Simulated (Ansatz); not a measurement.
# ZrN: the cost of one run

Program: Ansatz 0.2.0. Level of theory: DFT LDA, scalar-relativistic, plane waves, PAW. These are calculated values, not measurements.

30 further runs of the same task are left out: 30 set aside as unsound or not needed. Runs told in other sessions of the task aren't counted.

## Step 1: The starting structure

The structure is cubic, space group Fm-3m (No. 225). The conventional cell has a = 4.525 Å, b = 4.525 Å, c = 4.525 Å, α = 90.00°, β = 90.00°, γ = 90.00°. Zr (site symmetry m-3m) is surrounded by 6 N at 2.26 Å. N (site symmetry m-3m) has 6 Zr at 2.26 Å in its first shell of neighbours.

As a file:

```xyz
2
Lattice="0.0000 2.2626 2.2626 2.2626 0.0000 2.2626 2.2626 2.2626 0.0000" Properties=species:S:1:pos:R:3 pbc="T T T"
Zr    0.0000    0.0000    0.0000
N     2.2626    2.2626    2.2626
```

It is the result of an earlier relaxation at this level (volume 11.58 Å³/atom; gap on the mesh: none (metal)).

## Step 2: Plan of the line

The energy is mapped over volume and a fixed ferromagnetic moment.

- volume per atom: 7 values from 10.19 to 12.97 Å³
- total spin moment of the cell, held fixed: 9 values from 0.000 to 1.000 μB

Nothing else is relaxed (shape and fractional coordinates fixed). Points are written as (first, second).

## Step 3: Point (11.12 Å³, 0.000 μB)

Input file input.yaml:

```yaml
crystal:
  lattice:
    - [0.0, 2.2320380598, 2.2320380598]
    - [2.2320380598, 0.0, 2.2320380598]
    - [2.2320380598, 2.2320380598, 0.0]
  atoms:
    - { symbol: Zr, position: [0.0, 0.0, 0.0] }
    - { symbol: "N", position: [0.5, 0.5, 0.5] }
basis:
  ecutwfc: 520.0
kpoints:
  mp_grid: { grid: [18, 18, 18] }
hamiltonian:
  xc: lda
  pseudopotentials: { kind: paw, azcp: { folder: soft_1 } }
scf:
  occupations: { method: gaussian, width: 0.15 }
  lower_state_search: "off"
output:
  forces: true
  stress: true
  eigenvalues: true
```

Run with:

```console
$ ansatz run input.yaml --threads 2 --pin off --max-ram 4096MiB --backend cpu --events-out ev --progress --plain --runs-dir out
```

**Question.** How long does this run take on 2 threads of Arm Neoverse N1, shared host, and how much memory does it need?

About 3.6 s, with a peak of 0.34 GiB.
